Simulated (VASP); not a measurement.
Wanted: the native input for a VASP 6.6.1 run.

```
Task                   : single point
Functional             : rev-vdW-DF2
Potentials or basis    : VASP PAW PBE potentials, release 64 (C)
Cutoff                 : 520 eV
k mesh                 : 16 × 16 × 4
Occupations            : fermi-dirac, width 0.05 eV
Spin                   : no spin polarisation
Further INCAR settings : ALGO = Normal; EDIFF = 1e-06
```

The structure of C lies in POSCAR:

```
C
1.0
    2.4610000000      0.0000000000      0.0000000000
   -1.2305000000      2.1312885187      0.0000000000
    0.0000000000      0.0000000000      6.7080000000
C
4
Direct
    0.0000000000      0.0000000000      0.2500000000
    0.3333333333      0.6666666667      0.2500000000
    0.0000000000      0.0000000000      0.7500000000
    0.3333333333      0.6666666667      0.7500000000
```

The cell was built by a generator and needn't be a form met in nature.

These files were run (other wordings do the same):

INCAR

```
  PREC = Accurate
  ENCUT = 520
  EDIFF = 1E-6
  ISMEAR = -1
  SIGMA = 0.05
  LREAL = False
  LASPH = True
  NELM = 100
  ALGO = Normal
  ISIF = 2
  LWAVE = False
  LCHARG = False
  GGA = MK
  LUSE_VDW = True
  AGGAC = 0.0
  PARAM1 = 0.1234
  PARAM2 = 0.711357
  ZAB_VDW = -1.8867
```

KPOINTS

```
regular mesh
0
Gamma
  16 16 4
```

Potentials or basis: VASP PAW PBE potentials, release 64 (C).

Launch:

```sh
$ cat potpaw_PBE.64/C/POTCAR > POTCAR
$ mpirun -np 1 vasp_std > vasp.out
```

Results of the run:

The pressure is 2.0 GPa and the band gap on the k mesh is 0.17 eV.

Caveat: the PAW data sets were made with another functional, which shifts forces and pressure a little.

It took 32 s on 1 thread of Intel(R) Xeon(R) Platinum 8559C (Emerald Rapids), with other jobs on the host, peak memory 0.29 GiB.
